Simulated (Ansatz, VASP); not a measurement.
# Cu: VASP beside Ansatz

INCAR

```
ALGO = Normal
EDIFF = 1E-7
ENCUT = 520
GGA = PS
ISIF = 2
ISMEAR = -1
LASPH = True
LCHARG = False
LREAL = False
LWAVE = False
NBANDS = 12
NELM = 80
PREC = Accurate
SIGMA = 0.05
```

File KPOINTS:

```
k-points
0
Gamma
  13 13 13
```

The input POSCAR:

```
Cu
1.0
   -0.0085780000      1.7957520000      1.8016880000
    1.8229500000     -0.0240520000      1.8171630000
    1.7953260000      1.7836020000      0.0035720000
Cu
1
Direct
    0.0014560000     -0.0242930000      0.0293210000
```

The input input.yaml:

```yaml
crystal:
  lattice:
    - [-0.008578, 1.795752, 1.801688]
    - [1.82295, -0.024052, 1.817163]
    - [1.795326, 1.783602, 0.003572]
  atoms:
    - { symbol: Cu, position: [0.001456, -0.024293, 0.029321] }
hamiltonian:
  xc: pbesol
  pseudopotentials: { kind: paw }
kpoints:
  mp_grid: { grid: [13, 13, 13] }
scf:
  occupations: { method: fermi_dirac, width: 0.05 }
output:
  forces: true
  stress: true
  eigenvalues: true
  write_density: true
  write_potential: true
  elf: true
  volumetric_format: npy
```

Change from the starting cell: cell strained at random at fixed volume.

Alike in both runs: task single point; functional PBEsol; k mesh 13 × 13 × 13; occupations fermi-dirac, width 0.05 eV; no spin polarisation.

|  | VASP | Ansatz |
| --- | --- | --- |
| version | VASP 6.6.1 | Ansatz 0.2.0 |
| potentials or method | VASP PAW PBE potentials, release 64 (Cu) | Ansatz PAW |
| plane-wave cutoff (eV) | 520 | 420 |
| valence electrons in the cell | 11 | 19 |

```tsv
	VASP	Ansatz	Ansatz less VASP
gap on the k mesh at the Fermi level (eV)	none	none	-
pressure (GPa)	-5.8	-6.5	-0.67
largest component of the traceless stress (GPa)	1.51	1.52	+0.012
```

A gap of «none» marks a metal or a gap that the smearing closes. The two sets of potentials don't hold the same shells in valence.

Caveats: the PAW data sets were made with another functional, which shifts forces and pressure a little (VASP); the PAW data sets come from PBE, with cores solved anew for the run's functional, which leaves a small shift of forces and pressure (Ansatz).
